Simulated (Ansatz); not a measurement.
Runs of Ansatz 0.2.0 on Pt. The structure is cubic, space group Im-3m (No. 229). The conventional cell has a = 3.168 Å, b = 3.168 Å, c = 3.168 Å, α = 90.00°, β = 90.00°, γ = 90.00°. Pt (site symmetry m-3m) has 8 Pt at 2.74 Å as nearest neighbours. This isn't the form of Pt at room conditions, which is fcc.

```tsv
potentials or basis	cutoff (eV)	basis error allowed	pressure (GPa)
all-electron LAPW, non-relativistic	277	0.001 eV/atom	19.0
all-electron PAW datasets made for the crystal	280	-	-11.2
all-electron LAPW, inner shells corrected to Dirac's equation	277	0.001 eV/atom	(a)
all-electron LAPW, scalar-relativistic	277	0.001 eV/atom	-11.2
```

Alike in all rows: task band structure; level PBEsol; no spin polarisation; cell as given; k mesh 12 × 12 × 12; smearing fermi-dirac 0.05 eV.

Task: Fill in the values left out.

Result: (a) -11.1.

Caveats: relativity is left out, which matters for the heavier elements (some runs).

Not every run made on this cell is shown here.
